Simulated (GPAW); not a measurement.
**BN in GPAW: the effect of functional**

The system is BN.

```
CELL_PARAMETERS angstrom
0.00000 1.81300 1.81300
1.81300 0.00000 1.81300
1.81300 1.81300 0.00000
ATOMIC_POSITIONS crystal
N 0.25000 0.25000 0.25000
B 0.00000 0.00000 0.00000
```

The cell is a database's computed one.

Alike in all runs:

```yaml
Program: GPAW 26.7.0
Task: dielectric tensor
Cutoff: 600 eV
Basis: pw
k_mesh: 10 × 10 × 10
Occupations: fermi-dirac, width 0.001 eV
Spin: no spin polarisation
```

```csv
functional,potentials or basis,dielectric constant (mean)
LDA,the program's PAW data sets (release 1.2.1) made for this functional,4.57
AM05,PAW data sets generated in the run's folder for this functional,4.58
PBEsol,PAW data sets generated in the run's folder for this functional,4.59
RPBE,the program's PAW data sets (release 1.2.1) made for this functional,4.50
GLLB-SC,the program's PAW data sets (release 1.2.1) made for this functional,?
```

**Question.** What does the run with functional GLLB-SC give?

**Answer.** Dielectric constant 4.24 mean.

Caveats: the long-wavelength limit can be off by a per cent or two; a model potential gives levels but no total energy (some runs); response on these states lacks terms of the Hamiltonian (some runs).

Runs at the PBE level aren't shown here.
